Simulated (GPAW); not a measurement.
Wanted: an ASE script for a GPAW 26.7.0 run.

```
Task                : band structure
Functional          : PBEsol
Potentials or basis : PAW data sets generated in the run's folder for this functional
Cutoff              : 600 eV
Basis               : pw
k mesh              : 13 × 13 × 13
Occupations         : fermi-dirac, width 0.05 eV
Spin                : collinear spin, ferromagnetic start
Starting moments    : [3.0] μB
Maxiter             : 150
Band path           : GHNGPH,PN
Band points         : 60
```

The system is Fe.

```
Fe
1.0
    -1.44300    1.44300    1.44300
     1.44300   -1.44300    1.44300
     1.44300    1.44300   -1.44300
Fe
1
Direct
  0.00000 0.00000 0.00000
```

The input as run:

run.py

```python
from ase import Atoms
from ase.dft.bandgap import bandgap
from ase.io import write
from ase.units import GPa
from gpaw import GPAW, PW, setup_paths

setup_paths.insert(0, '.')

atoms = Atoms(['Fe'],
              cell=[[-1.443, 1.443, 1.443],
                    [1.443, -1.443, 1.443],
                    [1.443, 1.443, -1.443]],
              scaled_positions=[[0.0, 0.0, 0.0]],
              pbc=True)
atoms.set_initial_magnetic_moments([3.0])

calc = GPAW(mode=PW(600),
            xc='PBEsol',
            kpts={'size': (13, 13, 13), 'gamma': True},
            occupations={'name': 'fermi-dirac', 'width': 0.05},
            nbands=12,
            convergence={'density': 1e-05, 'energy': 1e-05},
            maxiter=150,
            txt='gpaw.txt')
atoms.calc = calc
energy = atoms.get_potential_energy()
forces = atoms.get_forces()
stress = atoms.get_stress()
calc.write('gs.gpw')
write('result.traj', atoms)
print(f'Energy: {energy:.6f} eV')
print('Forces (eV/A):')
print(forces.round(4))
print('Stress (GPa):', (stress / GPa).round(3))
print('Moments:', calc.get_magnetic_moments().round(3))
print('Fermi level:', round(calc.get_fermi_level(), 4), 'eV')
print(f'Gap: {bandgap(calc)[0]:.4f} eV, direct: {bandgap(calc, direct=True)[0]:.4f} eV')

path = atoms.cell.bandpath('GHNGPH,PN', npoints=60, eps=1e-4)
bs_calc = calc.fixed_density(kpts=path, symmetry='off', nbands=19,
                             convergence={'bands': 'CBM+6.0', 'eigenstates': 1e-6}, txt='bands.txt')
bs = bs_calc.band_structure()
bs.write('bs.json')
print(f'Gap on the path: {bandgap(bs_calc)[0]:.4f} eV')
```

Potentials or basis: PAW data sets generated in the run's folder for this functional, pw.

Run with:

```bash
$ gpaw-setup -f PBEsol Fe
$ OMP_NUM_THREADS=1 python run.py
```

It gave:

```yaml
Pressure: -16.0 GPa
Band_gap_along_the_path: none (metal or under the smearing width)
Net_moment: 2.26 μB per cell
Site_moments: Fe +2.29 μB
```

Wall time 31 s on 1 thread of Arm Neoverse V1 (shared host), peak memory 0.17 GiB.
